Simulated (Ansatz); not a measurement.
Kick test of a cell of Si

The cell was found from a structure generator's guess, not taken from experiment.

Level of theory: Ansatz, DFT PBE, scalar-relativistic, plane waves, PAW. Cutoff 420 eV; k points 12×12×2 on the computed 12-atom cell (Γ-centred); Gaussian smearing, width 0.02 eV; no spin polarisation.

The cell below (12 atoms, space group P6_3/mmc (No. 194)) is relaxed within its symmetry.

```
Si
1.0
     3.86194    0.00000    0.00000
    -1.93097    3.34454    0.00000
     0.00000    0.00000   18.98947
Si
12
Cartesian
  0.0000 0.0000 15.4350
  0.0000 0.0000 5.9402
  0.0000 2.2297 18.5943
  1.9310 1.1148 9.0995
  0.0000 2.2297 12.2556
  1.9310 1.1148 2.7609
  0.0000 0.0000 13.0492
  0.0000 0.0000 3.5545
  0.0000 2.2297 16.2286
  1.9310 1.1148 6.7339
  0.0000 2.2297 9.8899
  1.9310 1.1148 0.3952
```

For the test it was strained at random (σ = 1.5 % a component), the atoms were moved at random (σ = 0.05 Å), and all was relaxed again on a coarse 6×6×1 mesh (in the run’s order of axes) with 0.10 eV smearing, with no symmetry imposed.

Problem. What happens?

Solution. It returns, within 1 meV/atom of the unmoved cell on that mesh and with the same symmetry when read at 0.1 Å. So it is stable against the distortions that fit this cell and that this random move excites. Modes that don't fit the cell aren't tested.
